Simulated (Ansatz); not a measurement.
Input and command of a plane-wave DFT calculation in Ansatz:

```yaml
crystal:
  lattice:
    - [5.2390318067, 0.0, 0.0]
    - [0.0, 5.2390318067, 0.0]
    - [0.0, 0.0, 7.3546565431]
  atoms:
    - { symbol: Si, position: [0.2824258776, 0.2824258776, 0.0] }
    - { symbol: Si, position: [0.2175741224, 0.7824258776, 0.25] }
    - { symbol: Si, position: [0.7175741224, 0.7175741224, 0.5] }
    - { symbol: Si, position: [0.7824258776, 0.2175741224, 0.75] }
    - { symbol: O, position: [0.2451256831, 0.069871485, 0.1623045917] }
    - { symbol: O, position: [0.430128515, 0.7451256831, 0.4123045917] }
    - { symbol: O, position: [0.7548743169, 0.930128515, 0.6623045917] }
    - { symbol: O, position: [0.569871485, 0.2548743169, 0.9123045917] }
    - { symbol: O, position: [0.7451256831, 0.430128515, 0.5876954083] }
    - { symbol: O, position: [0.930128515, 0.7548743169, 0.3376954083] }
    - { symbol: O, position: [0.2548743169, 0.569871485, 0.0876954083] }
    - { symbol: O, position: [0.069871485, 0.2451256831, 0.8376954083] }
basis:
  ecutwfc: 420
kpoints:
  mp_grid: { grid: [6, 6, 4] }
hamiltonian:
  xc: pbe
scf:
  occupations: { method: gaussian, width: 0.02 }
output:
  forces: true
  stress: true
  eigenvalues: true
relax:
  adjacent_minimum: "off"
  f_tol: 0.01
  max_steps: 30
  cell: { stress_tol: 0.1, fix: [volume] }
```

```bash
ansatz run input.yaml --threads 4 --pin off --max-ram 10240MiB --backend cpu --events-out ev --progress --plain --runs-dir out
```

Processor: Intel(R) Xeon(R) Processor @ 2.50GHz (Skylake/Cascade Lake), 4 threads, on a host shared with other jobs.

Question: How long does it run, and how much memory does it take?

Answer: About 77 s on 4 threads of Intel(R) Xeon(R) Processor @ 2.50GHz (Skylake/Cascade Lake) (shared host), peak memory 0.65 GiB. It solves 44 bands at 30 k points (the mesh reduced by symmetry) with about 3945 plane waves, in 33 SCF iterations over 6 ionic steps.
